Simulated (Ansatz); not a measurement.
AlN built on the wurtzite prototype, relaxed with r2SCAN in Ansatz. It is hexagonal, P6_3mc (No. 186); conventional cell a = 3.107 Å, c = 4.979 Å, 10.40 Å³ an atom. Around Al lie 4 N at 1.89–1.90 Å; around N lie 4 Al at 1.89–1.90 Å.

The axes x, y and z are those of this cell:
```
Al N
1.0
     3.10669    0.00000    0.00000
    -1.55335    2.69048    0.00000
     0.00000    0.00000    4.97859
Al N
2 2
Direct
  0.33333 0.66667 0.99670
  0.66667 0.33333 0.49670
  0.33333 0.66667 0.37830
  0.66667 0.33333 0.87830
```

Unstrained: PBE gives a direct gap of 4.232 eV at Γ. r2SCAN gives a direct gap of 4.880 eV at Γ. With HSE06 the gap is 5.599 eV and direct, at Γ. Meshes: PBE 12×12×6, r2SCAN 12×12×6, HSE06 6×6×4. Strains are changes of length per length, and xy shears are angles. After each strain the atoms were relaxed again with r2SCAN within the symmetry that the strain leaves, so tilts or polar shifts that break it weren't tested; points keep the names that they have in the unstrained zone. (Simulation; spin polarisation is off.)

Question: Apply isotropic -1.5 % on every length. How far does the gap move, against the unstrained cell?

Answer: PBE: the gap goes from 4.232 to 4.632 eV (+0.400 eV); with r2SCAN the top three valence levels at Γ, grouped 1+2 from the top over 223 meV, become 1+2 over 241 meV. r2SCAN: the gap goes from 4.880 to 5.299 eV (+0.419 eV). HSE06: the gap goes from 5.599 to 6.037 eV (+0.438 eV). The r2SCAN energy rises by 14.5 meV an atom.

Question: Apply uniaxial +3.0 % along x, other directions held. How far does the gap move, against the unstrained cell?

Answer: PBE: the gap goes from 4.232 to 3.897 eV (-0.335 eV). r2SCAN: the gap goes from 4.880 to 4.528 eV (-0.352 eV). HSE06: the gap goes from 5.599 to 5.238 eV (-0.361 eV). The r2SCAN energy rises by 11.4 meV an atom.

Question: Estimate what isotropic +3.0 % on every length does to the gap.

Answer: PBE: the gap goes from 4.232 to 3.483 eV (-0.749 eV); with r2SCAN the top three valence levels at Γ, grouped 1+2 from the top over 223 meV, become 1+2 over 188 meV. r2SCAN: the gap goes from 4.880 to 4.092 eV (-0.788 eV). HSE06: the gap goes from 5.599 to 4.774 eV (-0.825 eV). The r2SCAN energy rises by 51.0 meV an atom.

Question: Estimate what xy shear, engineering strain (angle) +5.0 % does to the gap.

Answer: PBE: the gap goes from 4.232 to 4.213 eV (-0.019 eV). r2SCAN: the gap goes from 4.880 to 4.860 eV (-0.020 eV). HSE06: the gap goes from 5.599 to 5.579 eV (-0.020 eV). The r2SCAN energy rises by 11.0 meV an atom.

The meshes of the hybrids are coarse, so their gaps aren't converged to the digits shown.

The splittings at Γ are without spin-orbit coupling, which regroups them where it is of like size or larger.
